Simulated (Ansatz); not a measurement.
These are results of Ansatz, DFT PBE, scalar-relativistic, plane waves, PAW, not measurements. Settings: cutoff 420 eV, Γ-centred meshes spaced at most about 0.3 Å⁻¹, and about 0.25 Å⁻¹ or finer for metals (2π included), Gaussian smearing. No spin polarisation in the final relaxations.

These are static total energies at zero pressure.

Two relaxed structures of SnGe4:

A.

```
CELL_PARAMETERS angstrom
-3.81202 3.81202 1.83294
3.81202 -3.81202 1.83294
3.81202 3.81202 -1.83294
ATOMIC_POSITIONS crystal
Sn 0.00000 0.00000 0.00000
Ge 0.84098 0.62071 0.46169
Ge 0.15902 0.37929 0.53831
Ge 0.62071 0.15902 0.77973
Ge 0.37929 0.84098 0.22027
```

B.

```
CELL_PARAMETERS angstrom
3.61143 -1.91465 0.00000
3.61143 1.91465 0.00000
-1.79313 0.00000 8.10338
ATOMIC_POSITIONS crystal
Sn 0.50000 0.50000 0.00000
Ge 0.11448 0.11448 0.76700
Ge 0.76758 0.76758 0.61788
Ge 0.23242 0.23242 0.38212
Ge 0.88552 0.88552 0.23300
```

Question: Which would you expect to be lower, and how large is the difference?

Answer: B is lower, by 74 meV/atom. A has space group I4/m (No. 87), 21.3 Å³/atom and no gap on its mesh; B has space group C2/m (No. 12), 22.4 Å³/atom and no gap. Counting Ge atoms around Sn (those within 1.25 times the shortest such distance or 1.15 times the sum of covalent radii; the shortest distance is added where it is long for a bond), A has Sn 12 from 3.1 Å and B has Sn 6. The lower one is the more open, so pressure narrows the difference. Even the lower one lies +0.18 eV/atom against the reference forms of the elements (uncorrected), so neither is stable at this level. In A, Sn is surrounded by 12 Ge at 3.14–3.31 Å and 2 Sn at 3.67 Å; Ge is surrounded by 4 Ge at 2.83 Å, 3 Ge at 3.03–3.04 Å and 3 Sn at 3.14–3.31 Å. In B, Sn is surrounded by 6 Ge at 2.96–3.03 Å; Ge on its first site has 3 Ge at 2.54–2.65 Å and 3 Sn at 2.96–3.03 Å; Ge on its second site has 5 Ge at 2.54–2.71 Å. Both come from invented guesses.

Cells relaxed within their symmetry can be saddle points.
